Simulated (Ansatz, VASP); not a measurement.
## InAs: VASP beside Ansatz

```
CELL_PARAMETERS angstrom
0.00000 3.06192 3.06192
3.06192 0.00000 3.06192
3.06192 3.06192 0.00000
ATOMIC_POSITIONS crystal
In 0.00000 0.00000 0.00000
As 0.25000 0.25000 0.25000
```

Alike in both runs: task single point; functional PBE; k mesh 12 × 12 × 12; occupations gaussian, width 0.1 eV; no spin polarisation.

```csv
,VASP,Ansatz
version,VASP 6.6.1,Ansatz 0.2.0
potentials or method,"VASP PAW PBE potentials, release 64 (In_d, As)","scalar-relativistic, plane waves, PAW"
plane-wave cutoff (eV),520,420
valence electrons in the cell,18,28
```

```tsv
	VASP	Ansatz	Ansatz less VASP
gap on the k mesh at the Fermi level (eV)	none	none	-
pressure (GPa)	1.7	1.6	-0.06
```

A gap of «none» marks a metal or a gap that the smearing closes. The two sets of potentials don't hold the same shells in valence.
